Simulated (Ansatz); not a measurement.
# CaO: the cost of one run

Program: Ansatz 0.2.0. Level of theory: reference: DFT, HSE06, plane waves, PAW. These are calculated values, not measurements.

2 further runs of the same task are left out: 2 that didn't finish.

### 1 Starting point

It takes space group P6_3/mmc (No. 194, hexagonal). Conventional cell: a = 3.981 Å, b = 3.981 Å, c = 4.770 Å, α = 90.00°, β = 90.00°, γ = 120.00°. Ca (site symmetry -6m2) is surrounded by 5 O at 2.30 to 2.39 Å. O (site symmetry -6m2) is surrounded by 5 Ca at 2.30 to 2.39 Å.

Coordinates:

```
Ca O
1.0
     3.98103    0.00000    0.00000
    -1.99051    3.44767    0.00000
     0.00000    0.00000    4.77012
Ca O
2 2
Direct
  0.33333 0.66667 0.25000
  0.66667 0.33333 0.75000
  0.66667 0.33333 0.25000
  0.33333 0.66667 0.75000
```

### 2 The reference run

Input file input.yaml:

```yaml
crystal:
  lattice:
    - [3.9810268818, 0.0, 0.0]
    - [-1.9905134409, 3.4476704128, 0.0]
    - [0.0, 0.0, 4.7701152067]
  atoms:
    - { symbol: Ca, position: [0.3333333333, 0.6666666667, 0.25] }
    - { symbol: Ca, position: [0.6666666667, 0.3333333333, 0.75] }
    - { symbol: O, position: [0.6666666667, 0.3333333333, 0.25] }
    - { symbol: O, position: [0.3333333333, 0.6666666667, 0.75] }
kpoints:
  mp_grid: { grid: [6, 6, 2] }
hamiltonian:
  xc: hse06
scf:
  occupations: { method: fixed }
  n_extra_bands: 5
output:
  forces: true
  stress: true
  eigenvalues: true
```

The run is started by

```console
ansatz run input.yaml --threads 4 --pin off --max-ram 3686MiB --backend cpu --events-out ev --progress --plain --runs-dir out
```

What time and memory should one allow on 4 threads of Arm Neoverse N1, shared host?

About 15 s, with a peak of 0.86 GiB.
